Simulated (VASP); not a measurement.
AgCl (Chlorargyrite): single point with PBE

The system is AgCl (Chlorargyrite).

```
CELL_PARAMETERS angstrom
0.00000 2.73500 2.73500
2.73500 0.00000 2.73500
2.73500 2.73500 0.00000
ATOMIC_POSITIONS crystal
Ag 0.00000 0.00000 0.00000
Cl 0.50000 0.50000 0.50000
```

```yaml
Program: VASP 6.6.1
Task: single point
Functional: PBE
Potentials_or_basis: VASP PAW PBE potentials, release 64 (Ag, Cl)
Cutoff: 520 eV
k_mesh: 3 × 3 × 3
Occupations: methfessel-paxton, width 0.02 eV
Spin: no spin polarisation
Dipole_correction: no
Further_INCAR_settings: ALGO = Normal; EDIFF = 1e-07; NBANDS = 16
```

```
Pressure               : 4.3 GPa
Band gap on the k mesh : 1.31 eV, indirect (least direct gap 3.37 eV)
```

Levels at points of the mesh, in eV from the valence-band top:
```tsv
k point	band 6	band 7	band 8	band 9	band 10	band 11	band 12	band 13
(0.00, 0.00, 0.00)	-2.18	-2.05	-2.05	-2.05	1.31	11.25	11.25	11.25
```

It took 8 s on 1 thread of Intel(R) Xeon(R) Platinum 8488C (Sapphire Rapids) (shared host), peak memory 0.16 GiB.

Caveat: the k mesh is coarse (spacing up to 0.66 Å⁻¹), so the values aren't converged; an odd mesh through Γ misses points on the zone boundary, where band edges often lie.
